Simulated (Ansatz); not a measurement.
LiH:

```
Li H
1.0
     0.00000    2.03675    2.03675
     2.03675    0.00000    2.03675
     2.03675    2.03675    0.00000
Li H
1 1
Direct
  0.00000 0.00000 0.00000
  0.50000 0.50000 0.50000
```

Base run:

```yaml
Program: Ansatz 0.2.0
Functional: PBE
Potentials_or_basis: all-electron LAPW, scalar-relativistic
Cutoff: 176 eV
Density_cutoff: 703 eV
Basis_error_allowed: 0.001 eV/atom
k_mesh: 11 × 11 × 11
Occupations: fermi-dirac, width 0.05 eV
Spin: no spin polarisation
```

Its results: band gap on the k mesh 3.20 eV, direct; pressure -1.7 GPa.

The run is repeated on the same cell with these changes: functional from PBE to PBEsol. What comes out?

Band gap on the k mesh 2.98 eV, direct; pressure -2.3 GPa.

PBEsol binds more tightly than PBE, so the same cell stands under less pressure.

Caveats: an odd mesh through Γ misses points on the zone boundary, where band edges often lie (some runs); the mesh misses the band edges, which the band path finds closer together (some runs).

Not every run made on this cell is shown here.
